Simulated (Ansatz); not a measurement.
## How much do the gradients of Ge depend on the method?

Cell: a COD entry, its atoms then relaxed with PBE in this cell.

Space group P4_32_12 (No. 96); a = 5.9300, c = 6.9800 Å.

| site | Wyckoff | site symmetry | x | y | z |
| --- | --- | --- | --- | --- | --- |
| Ge1 | 4a | ..2 | 0.0899 | 0.0899 | 0.0000 |
| Ge5 | 8b | 1 | 0.1723 | 0.3691 | 0.2595 |

One atom of each set is listed.

First run. Method: Kohn–Sham DFT in Ansatz, PBE, plane waves and PAW, scalar-relativistic, 420 eV cutoff, Γ-centred 8×8×7 k-points, Fermi–Dirac smearing 0.02 eV.

```tsv
site	V_zz (10²¹ V/m²)	η
Ge1	4.41	0.80
Ge5	5.86	0.83
```

Second run. The same atoms and settings, except that the functional is PBEsol.

Question: Given the first result, estimate the second.

Answer: 

```json
{"site": "Ge1", "V_zz": "4.42", "η": "0.78", "change of V_zz": "+0.01"}
{"site": "Ge5", "V_zz": "5.79", "η": "0.84", "change of V_zz": "-0.07"}
```

The largest change of V_zz is on Ge5, from 5.86 to 5.79. In per cent, |V_zz| changes by -1 to 0 on Ge (all sites that start above 0.5).
